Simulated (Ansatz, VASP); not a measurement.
# SiO2: VASP beside Ansatz

```xyz
6
Lattice="4.1854 0.0000 0.0000 0.0000 4.1854 0.0000 0.0000 0.0000 2.8822" Properties=species:S:1:pos:R:3 pbc="T T T"
Si    2.0927    2.0927    1.4411
Si    0.0000    0.0000    0.0000
O     2.9042    2.9042    0.0000
O     0.8115    3.3739    1.4411
O     1.2812    1.2812    0.0000
O     3.3739    0.8115    1.4411
```

Change from the starting cell: strain +0.000 along x and y, +0.080 along z, atoms carried along.

Alike in both runs: task single point; functional r2SCAN; k mesh 6 × 6 × 8; occupations gaussian, width 0.05 eV; no spin polarisation.

```csv
,VASP,Ansatz
version,VASP 6.6.1,Ansatz 0.2.0
potentials or method,"VASP PAW PBE potentials, release 64 (Si, O)","scalar-relativistic, plane waves, PAW"
plane-wave cutoff (eV),520,500
valence electrons in the cell,32,32
```

|  | VASP | Ansatz | Ansatz less VASP |
| --- | --- | --- | --- |
| gap on the k mesh at the Fermi level (eV) | 4.81 | 4.82 | +0.009 |
| least direct gap on the mesh (eV) | 4.81 | 4.82 | +0.009 |
| pressure (GPa) | -23.8 | -24.1 | -0.27 |
| largest component of the traceless stress (GPa) | 22.02 | 22.28 | +0.260 |
| rms of the force components (eV/Å) | 0.112 | 0.112 | +0.0003 |

Atom by atom the forces differ by 0.000 eV/Å (rms over components). With one functional, cell and mesh, what is left measures potentials, basis and numerics.

Caveats: so large a pressure means that the cell lies far from this level's equilibrium, or that cutoff or potentials fall short (VASP); the potentials were made for another functional, which shifts forces and pressure (VASP).
